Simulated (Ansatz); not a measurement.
**LiH, before and after**

A trial structure of LiH was built thus: ordered vacancies on the anion sites of cadmium iodide (P2/m, No. 10) (occupants of the shared sites, in ratio, H: 2, vacant: 2). Its size is a rough estimate.

start.cif

```cif
data_structure
_symmetry_space_group_name_H-M 'P2/m'
_symmetry_Int_Tables_number 10
_cell_length_a 4.9914
_cell_length_b 3.1196
_cell_length_c 5.4034
_cell_angle_alpha 90.000
_cell_angle_beta 90.000
_cell_angle_gamma 90.000
_cell_volume 84.14
loop_
_atom_site_label
_atom_site_type_symbol
_atom_site_symmetry_multiplicity
_atom_site_Wyckoff_symbol
_atom_site_fract_x
_atom_site_fract_y
_atom_site_fract_z
_atom_site_occupancy
Li1 Li 1 a 0.00000 0.00000 0.00000 1
Li2 Li 1 f 0.00000 0.50000 0.50000 1
H1 H 2 m 0.76000 0.00000 0.66667 1
```

Theory: Ansatz, DFT PBE, scalar-relativistic, plane waves, PAW. Cutoff 420 eV, Gaussian smearing, Γ-centred meshes. Cell and atoms relax first on a coarse mesh and then on a converged one. In between, the cell is made exact in the group found at 0.06 Å. The steps can't lower the symmetry of their start. No spin polarisation.

end.cif

```cif
data_structure
_symmetry_space_group_name_H-M 'P2/m'
_symmetry_Int_Tables_number 10
_cell_length_a 2.7519
_cell_length_b 2.8082
_cell_length_c 5.1368
_cell_angle_alpha 90.000
_cell_angle_beta 102.635
_cell_angle_gamma 90.000
_cell_volume 38.73
loop_
_atom_site_label
_atom_site_type_symbol
_atom_site_symmetry_multiplicity
_atom_site_Wyckoff_symbol
_atom_site_fract_x
_atom_site_fract_y
_atom_site_fract_z
_atom_site_occupancy
Li1 Li 1 a 0.00000 0.00000 0.00000 1
Li2 Li 1 h 0.50000 0.50000 0.50000 1
H1 H 2 m 0.62113 0.00000 0.26214 1
```

The symmetry stays P2/m (No. 10). The volume per atom shrinks by 54.0 %, from 21.0 to 9.7 Å³. The shortest distance goes from 2.16 Å (Li–H) to 1.87 Å (Li–H). The energy falls by about 0.39 eV/atom (the start's value is from the coarse mesh). The end is written in a standard setting, so origin, axes and order of atoms can differ from the start's.

* Volume per atom: 9.68 Å³
* Density: 0.68 g/cm³
* Formation energy: −0.229 eV/atom
* Gap on the 16×12×8 mesh of the 4-atom cell: 0.26 eV

Formation energies are uncorrected and refer to the elements' standard structures at the same level (H₂ as a molecule).

The last run used Gaussian smearing of 0.01 eV. Kohn–Sham gaps at this level usually fall short of measured ones. With hydrogen, zero-point motion can shift formation energies by some tens of meV/atom. Small gaps are read on the mesh alone, and bands can cross between its points. Symmetry constrained the relaxation, so the result can be a saddle point. In all, the 4 runs took 2.2 min on 1 thread of Arm Neoverse V2, on a shared host. Another cell of LiH relaxed alike, in F-43m, lies 140 meV/atom lower, so this cell isn't the stable form at this level.
